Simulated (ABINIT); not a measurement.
Crystal: SnTe.

```
Te Sn
1.0
     0.00000    3.15085    3.15085
     3.15085    0.00000    3.15085
     3.15085    3.15085    0.00000
Te Sn
1 1
Direct
  0.50000 0.50000 0.50000
  0.00000 0.00000 0.00000
```

* Program: ABINIT 10.8.3 (patched build)
* Task: relaxation of cell and atoms
* Functional: PBE
* Potentials or basis: PseudoDojo NC SR PBE v0.4.1 standard
* Cutoff: 1088 eV
* k mesh: 5 × 5 × 5
* Occupations: fermi-dirac, width 0.05 eV
* Spin: no spin polarisation

At the start: pressure 2.3 GPa; volume 31.28 Å³/atom.

Problem. Where does the relaxation end?

Solution. Over 5 steps the energy falls by 11.3 meV/atom and the volume is 32.93 Å³/atom (+5.3 %); space group Fm-3m (No. 225, to 0.05 Å).

Step by step:
| step | energy change (eV) | largest force (eV/Å) | pressure (GPa) | volume (Å³) |
| --- | --- | --- | --- | --- |
| 1 | 0.0000 | 0.0000 | 2.29 | 62.56 |
| 2 | -0.0058 | 0.0000 | 1.95 | 63.00 |
| 3 | -0.0225 | 0.0000 | 0.12 | 65.67 |
| 4 | -0.0226 | 0.0000 | 0.01 | 65.85 |
| 5 | -0.0226 | 0.0000 | 0.00 | 65.86 |

Final structure:
```xyz
2
Lattice="0.0000 3.2053 3.2053 3.2053 0.0000 3.2053 3.2053 3.2053 0.0000" Properties=species:S:1:pos:R:3 pbc="T T T"
Te    3.2053    3.2053    3.2053
Sn    0.0000    0.0000    0.0000
```
